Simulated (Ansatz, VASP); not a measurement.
**Two plane-wave programs on Sb**

```
Sb
1.0
     2.12836    1.22881    8.51555
    -2.12836    1.22881    8.51555
     0.00000   -2.45761    8.51555
Sb
2
Direct
  0.19825 0.19825 0.19825
  0.80175 0.80175 0.80175
```

Alike in both runs: functional BLYP; k mesh 9 × 9 × 9; occupations fermi-dirac, width 0.1 eV; no spin polarisation.

Ansatz relaxed the structure, and its values are those at the end. VASP's run is a single point on that final structure, the one shown.

|  | VASP | Ansatz |
| --- | --- | --- |
| version | VASP 6.6.1 | Ansatz 0.2.0 |
| potentials or method | VASP PAW PBE potentials, release 64 (Sb) | plane waves (420 eV) with PAW, scalar-relativistic |
| plane-wave cutoff (eV) | 520 | 420 |
| valence electrons in the cell | 10 | 30 |

Ansatz gave:

| Item | Value |
| --- | --- |
| pressure (GPa) | 0.0 |
| rms of the force components (eV/Å) | 0.001 |

Task: Estimate VASP's values.

Result: Pressure (GPa): 0.2; rms of the force components (eV/Å): 0.067.

The two sets of potentials don't hold the same shells in valence.

Caveats: the PAW data sets were made with another functional, which shifts forces and pressure a little (VASP).
